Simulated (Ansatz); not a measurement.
# HfC (Fm-3m) in Ansatz: settings compared

One crystal, HfC, is run at these levels: revPBE, BLYP; tasks: relaxation of cell and atoms.

All numbers are computed with Ansatz 0.2.0; they aren't measurements. Logs are shortened: lines on timing, memory, paths and dates and some standing lists are left out, and cuts for length are marked.

## 1. The crystal as given

Symmetry: Fm-3m, No. 225, cubic system. The conventional cell has a = 4.650 Å, b = 4.650 Å, c = 4.650 Å, α = 90.00°, β = 90.00°, γ = 90.00°. Hf (site symmetry m-3m) has 6 C at 2.33 Å as nearest neighbours. Around C (site symmetry m-3m) lie 6 Hf at 2.33 Å.

## 2. Relaxation of cell and atoms, revPBE

input.yaml reads:

```yaml
crystal:
  lattice:
    - [0.0, 2.325, 2.325]
    - [2.325, 0.0, 2.325]
    - [2.325, 2.325, 0.0]
  atoms:
    - { symbol: Hf, position: [0.5, 0.5, 0.5] }
    - { symbol: C, position: [0.0, 0.0, 0.0] }
hamiltonian:
  xc: revpbe
  pseudopotentials: { kind: paw }
kpoints:
  mp_grid: { grid: [10, 10, 10] }
scf:
  occupations: { method: fermi_dirac, width: 0.05 }
output:
  forces: true
  stress: true
  eigenvalues: true
relax:
  f_tol: 0.01
  max_steps: 40
  cell: { stress_tol: 0.05 }
```

Potentials or basis: Ansatz PAW.

Command:

```
$ ansatz run input.yaml --threads 2 --pin off --max-ram 5632MiB --backend cpu --events-out ev --progress --plain --runs-dir out
```

The log of the run:

```text
Warning: RAYON_NUM_THREADS=2 ignored (pool sized by the plan → 2); use --threads N
Engine: ansatz 0.2.0, aarch64-unknown-linux-gnu
Pseudopotentials: kind: paw
Pseudopotential: Hf, paw, valence charge 26, recommended cutoff 420 eV (normal), Hf.paw.azcp
Pseudopotential: C, paw, valence charge 4, recommended cutoff 420 eV (normal), C.paw.azcp
Functional definition: revPBE
  parameter kappa = 1.245
  parameter beta = 0.06672455060314922
  exchange = pbe_x(kappa = kappa, mu = beta*pi^2/3)
  correlation = pbe_c(beta = beta)
Crystal: 2 atoms, lattice volume = 25.136 Å³
Basis set: ecut = 420 eV, 531 PW (Γ), exchange–correlation on 48×48×48 points (8 copies of the dense FFT grid, shifted against one another)
Bands: 19, of which v1, the nominal top of the filled ones, is band 15 counted from 1 (14 counted from 0)
Symmetry: 48 space group operations
Space group: Fm-3m (ITA 225), of the structure as read, at distance tolerance 2.9e-5 Å
k-points: 47 of 1000
Non-local potential: Hf, projectors of the file, l = 0: 3, l = 1: 2, l = 2: 2, l = 3: 3
Non-local potential: C, projectors of the file, l = 0: 2, l = 1: 2, l = 2: 1
PAW form: soft (Blöchl's): semilocal exchange-correlation on the pseudo side does not see the compensation charge
PAW frozen core: Hf, regenerated for the run's functional, and the local potential with it (the file was generated under x = pbe(κ = 0.804, μ = 0.2195149727645171), c = pbe(β = 0.06672455060314922))
PAW frozen core: C, regenerated for the run's functional, and the local potential with it (the file was generated under x = pbe(κ = 0.804, μ = 0.2195149727645171), c = pbe(β = 0.06672455060314922))
PAW one-centre angular grid: Hf, 590 points (default); XC on 64 Gauss nodes
PAW one-centre angular grid: C, 110 points (default); XC on 64 Gauss nodes
Initial density: superposition of atomic densities (neutral atoms: chi_scale 0, normalization atom), corrected by the library's trained network
Initial wavefunctions: pseudopotential atomic-orbital guess
Functional: x = revpbe(κ = 1.245, μ = 0.2195149727645171), c = pbe(β = 0.06672455060314922)
SCF iter   1: F=—  HF=-15983.872510 eV  |F-HF|=—  |Δ(HF+E_count)|=         —  Δρ=2.33e-3  dr2=7.47e-4  ethr=1.77e-3  ⟨swp⟩=4.9  Hψ=3675  notcnv=0
preconditioner: auto → Kerker (q_TF=auto, 2.810 Å⁻¹)  [metal: Δε(μ)=0.138 eV  Ē_g=18.204 eV  σ=0.050 eV  W_gap=0.48  n_scr=14 (ndim 8)  ℏωp=39.2 eV  f_vac=0.000  D(μ)=0.33/eV (n_scr^D=0)]
SCF iter   2: F=—  HF=-15983.872439 eV  |F-HF|=—  |Δ(HF+E_count)|=   7.05e-5  Δρ=1.43e-3  dr2=2.52e-4  ethr=2.49e-6  ⟨swp⟩=2.3  Hψ=1892  notcnv=0
SCF iter   3: F=—  HF=-15983.872485 eV  |F-HF|=—  |Δ(HF+E_count)|=   4.61e-5  Δρ=5.79e-4  dr2=3.94e-5  ethr=8.42e-7  ⟨swp⟩=2.3  Hψ=1537  notcnv=0
SCF iter   4: F=—  HF=-15983.872451 eV  |F-HF|=—  |Δ(HF+E_count)|=   3.43e-5  Δρ=1.11e-4  dr2=1.96e-6  ethr=1.31e-7  ⟨swp⟩=2.3  Hψ=1599  notcnv=0
SCF iter   5: F=—  HF=-15983.872452 eV  |F-HF|=—  |Δ(HF+E_count)|=   1.06e-6  Δρ=5.19e-5  dr2=2.77e-7  ethr=6.55e-9  ⟨swp⟩=2.3  Hψ=1346  notcnv=0
SCF iter   6: F=-15983.872452 eV  HF=-15983.872452 eV  |F-HF|=1.95e-9  |Δ(HF+E_count)|=   4.27e-7  Δρ=8.45e-6  dr2=9.30e-9  ethr=3.33e-10  ⟨swp⟩=6.4  Hψ=4459  notcnv=0
SCF 1 converged in 6 iterations: F = -15983.872452 eV  dr2 = 9.30e-9
relax step   1: F+E_penalty+E_count = -15983.87245229 eV  Δ(F+E_penalty+E_count) = +0.000e0 eV  max|allowed force component| = 4.109e-29 eV/Å  Δτ_max = 0.0000 Å  P = +3.196 GPa  Ω = 25.136 Å³  (6 SCF iters, dr2 threshold 1.00e-7 eV, accepted)
Crystal: 2 atoms, lattice volume = 25.737 Å³
[... 33 lines left out ...]
SCF 4 converged in 6 iterations: F = -15983.875867 eV  dr2 = 3.46e-12
relax step   4: F+E_penalty+E_count = -15983.87586684 eV  Δ(F+E_penalty+E_count) = -4.833e-4 eV  max|allowed force component| = 1.399e-28 eV/Å  Δτ_max = 0.0000 Å  P = -0.026 GPa  Ω = 25.487 Å³  stress off target by 2.56e-2 GPa  SCF on the basis re-selected at this cell (its energy is not comparable with the rows above)  (6 SCF iters)
basis re-selected at this cell: Δ(F+E_penalty+E_count) = -4.833e-4 eV, ΔP = +0.019 GPa vs the last step (what re-selecting the basis moved, of the pressure what is left beyond the Pulay correction that the steps carried, after the strain that the cell walked since its last selection, with what the two solves' SCF thresholds leave and, on support functions, any second-order correction that the steps lacked; it is no measure of the basis error at this ecutwfc). This SCF's stress stands 2.56e-2 GPa from its target on what of the cell is left free (relax.cell.stress_tol is 5.00e-2 GPa) and its largest allowed force component is 1.40e-28 eV/Å (relax.f_tol is 1.00e-2 eV/Å): within both
SCF converged after 6 iterations
Free energy (F): -15983.875867 eV
Harris-Foulkes:  -15983.875867 eV  (|F-HF|=3.64e-12)
Internal energy: -15983.872990 eV  (E = F + TS)
E sigma→0 (E₀):  -15983.874428 eV
Entropy (-TS):   -0.002877 eV (-1.438 meV/atom)
Fermi energy:    19.958087 eV
--- Per-component energies (eV) ---
  E_band       = 103.532001
  E_kinetic    = 510.358994
  E_local      = -5023.143574  (includes V_loc(G=0)·N_el)
  E_nonlocal   = -1218.756218
  E_hartree    = 2371.800422
  E_xc         = -348.996466
  E_vxc        = -326.526447  (∫ρ·V_xc dr)
  E_paw        = -7035.846003  (= ΣΔE_a)
  E_vpaw       = 1417.998390  (= ΣTr[D̂ρ^β])
  E_aug_tail   = 0.000006  (compensation charges beyond the density's cutoff)
  E_ewald      = -5239.146315
  E_core_change = -0.143836  (= ΣΔE_core)
  E_smearing   = -0.002877  (= −TS)
  E_closure    = 0.000000  (closes the sum)
  Σ components = -15983.875867   (vs F -15983.875867, Δ=0.00e0)
--- Forces (eV/Å), atoms counted from 1 ---
  atom   1  Hf     0.00000000    -0.00000000     0.00000000
  atom   2  C     -0.00000000     0.00000000    -0.00000000
  max |Σ_I F_I| component: 2.59e-28 eV/Å
--- Stress (GPa, compression-positive) ---
       -0.025631      -0.000000      -0.000000
        0.000000      -0.025631      -0.000000
       -0.000000      -0.000000      -0.025631
  P = ⅓ Tr σ = -0.0256 GPa (-0.256 kbar)
--- Band table (eV; the first three rows and the last of 47) ---
  k-point 0: bands = ["-41.3089", "-9.7584", "-9.7584", "-9.7584", "7.6120", "8.7392", "8.7491", "8.7491", "8.7491", "8.8248", "8.8248", "8.8248", "20.9416", "20.9416", "20.9416", "21.2914", "21.2914", "21.2914", "23.2401"]
  k-point 1: bands = ["-41.3053", "-9.8232", "-9.7647", "-9.7647", "7.8457", "8.7427", "8.7546", "8.7546", "8.7571", "8.8197", "8.8197", "8.8250", "19.5672", "19.9502", "19.9502", "21.6973", "21.6973", "22.0632", "24.3304"]
  k-point 2: bands = ["-41.2960", "-9.9888", "-9.7810", "-9.7810", "8.4216", "8.7523", "8.7690", "8.7690", "8.8071", "8.8071", "8.8256", "8.8594", "17.7920", "18.7128", "18.7128", "22.4284", "22.4284", "22.5931", "26.2850"]
  k-point 46: bands = ["-41.2589", "-10.2033", "-10.0979", "-9.9887", "8.7375", "8.7715", "8.7752", "8.7754", "8.7943", "8.8018", "8.8020", "10.1914", "17.1512", "17.1820", "17.2801", "22.5527", "24.5163", "26.5485", "26.7298"]
--- Relaxed structure (3 steps of the walk, 3 accepted, 1 SCFs on fresh bases) ---
  F+E_penalty+E_count = -15983.87586684 eV   max|allowed force component| = 1.399e-28 eV/Å   (the final SCF, on the basis selected at the relaxed cell)
  cell:  # Å, volume = 25.4875 Å³
    - [-1.2993198683883751e-33, 2.335781128803925, 2.335781128803925]
    - [2.335781128803925, 2.165533113980625e-34, 2.335781128803925]
    - [2.335781128803925, 2.335781128803925, -1.6559959106910668e-34]
  atoms:
    - { symbol: Hf, position: [0.49999999999999994, 0.49999999999999994, 0.49999999999999994] }
    - { symbol: C, position: [-2.804333476350781e-36, 2.1571795971875206e-36, 7.33441063048654e-36] }
```

It took 3.1 s on 2 threads of Arm Neoverse V2, shared host; peak memory 0.31 GiB.

What came out:

| Property | Result |
| --- | --- |
| Free energy | -15983.8759 eV |
| Relaxed volume | 12.74 Å³/atom |
| Relaxed cell | a = 3.303 Å, b = 3.303 Å, c = 3.303 Å, α = 60.00°, β = 60.00°, γ = 60.00° |
| Space group after relaxing (to 0.05 Å) | Fm-3m (No. 225) |
| Energy gained by relaxing | 1.7 meV/atom |
| Ionic steps | 4 |
| Pressure after relaxing | 0.0 GPa |
| Band gap on the k mesh | none (metal or under the smearing width) |

Step by step:
| step | energy change (eV) | largest force (eV/Å) | volume (Å³) |
| --- | --- | --- | --- |
| 1 | 0.0000 | 0.0000 | 25.14 |
| 2 | -0.0008 | 0.0000 | 25.74 |
| 3 | -0.0029 | 0.0000 | 25.49 |
| 4 | -0.0034 | 0.0000 | 25.49 |

Final structure:
```
CELL_PARAMETERS angstrom
0.00000 2.33578 2.33578
2.33578 0.00000 2.33578
2.33578 2.33578 0.00000
ATOMIC_POSITIONS crystal
Hf 0.50000 0.50000 0.50000
C 0.00000 0.00000 0.00000
```

Levels at points of the mesh, in eV from the Fermi level:
| k point | band 11 | band 12 | band 13 | band 14 | band 15 | band 16 | band 17 | band 18 | band 19 |
| --- | --- | --- | --- | --- | --- | --- | --- | --- | --- |
| (0.00, 0.00, 0.00) | -11.13 | -11.13 | 0.98 | 0.98 | 0.98 | 1.33 | 1.33 | 1.33 | 3.28 |
| (0.00, 0.00, -0.50) | -11.13 | -8.58 | -6.15 | -3.02 | -3.02 | 5.18 | 5.18 | 5.64 | 6.42 |
| (0.00, -0.50, -0.50) | -11.16 | -10.48 | -2.70 | -1.78 | -0.15 | -0.15 | 5.16 | 6.58 | 6.58 |

Caveat: the plane-wave basis is chosen anew once the cell has moved, so the energies of steps on either side of that aren't comparable; the PAW data sets come from PBE, with cores solved anew for the run's functional, which leaves a small shift of forces and pressure. revPBE gives volumes clearly too large for solids.

## 3. Relaxation of cell and atoms, BLYP

Changes to input.yaml since step 2:

```diff
@@ -9,3 +9,3 @@
 hamiltonian:
-  xc: revpbe
+  xc: blyp
   pseudopotentials: { kind: paw }
```

Potentials or basis: Ansatz PAW.

Command:

```
$ ansatz run input.yaml --threads 2 --pin off --max-ram 5632MiB --backend cpu --events-out ev --progress --plain --runs-dir out
```

Wall time 5.2 s (2 threads of Arm Neoverse V2, shared host); peak memory 0.31 GiB.

The run converged. Its results:

```
Free energy                            : -15998.6114 eV
Relaxed volume                         : 12.98 Å³/atom
Relaxed cell                           : a = 3.324 Å, b = 3.324 Å, c = 3.324 Å, α = 60.00°, β = 60.00°, γ = 60.00°
Space group after relaxing (to 0.05 Å) : Fm-3m (No. 225)
Energy gained by relaxing              : 9.4 meV/atom
Ionic steps                            : 7
Pressure after relaxing                : 0.0 GPa
Band gap on the k mesh                 : none (metal or under the smearing width)
```

The path:
| step | energy change (eV) | largest force (eV/Å) | volume (Å³) |
| --- | --- | --- | --- |
| 1 | 0.0000 | 0.0000 | 25.14 |
| 2 | -0.0067 | 0.0000 | 26.57 |
| 3 | -0.0173 | 0.0000 | 25.98 |
| 4 | -0.0174 | 0.0000 | 25.95 |
| 5 | -0.0188 | 0.0000 | 25.95 |
| 6 | -0.0188 | 0.0000 | 25.96 |
| 7 | -0.0189 | 0.0000 | 25.96 |

Final structure:
```cif
data_structure
_symmetry_space_group_name_H-M 'P 1'
_symmetry_Int_Tables_number 1
_cell_length_a 3.3236
_cell_length_b 3.3236
_cell_length_c 3.3236
_cell_angle_alpha 60.000
_cell_angle_beta 60.000
_cell_angle_gamma 60.000
_cell_volume 25.96
loop_
_atom_site_label
_atom_site_type_symbol
_atom_site_fract_x
_atom_site_fract_y
_atom_site_fract_z
_atom_site_occupancy
Hf1 Hf 0.50000 0.50000 0.50000 1
C1 C 0.00000 0.00000 0.00000 1
```

Levels at points of the mesh, in eV from the Fermi level:
```tsv
k point	band 11	band 12	band 13	band 14	band 15	band 16	band 17	band 18	band 19
(0.00, 0.00, 0.00)	-11.33	-11.33	0.93	0.93	0.93	1.28	1.28	1.28	3.14
(0.00, 0.00, -0.50)	-11.32	-8.53	-5.94	-2.97	-2.97	4.90	4.90	5.38	6.71
(0.00, -0.50, -0.50)	-11.34	-10.33	-2.56	-1.62	-0.15	-0.15	4.91	6.20	6.20
```

Caveat: the plane-wave basis is chosen anew once the cell has moved, so the energies of steps on either side of that aren't comparable; the PAW data sets come from PBE, with cores solved anew for the run's functional, which leaves a small shift of forces and pressure. BLYP gives volumes clearly too large for solids.
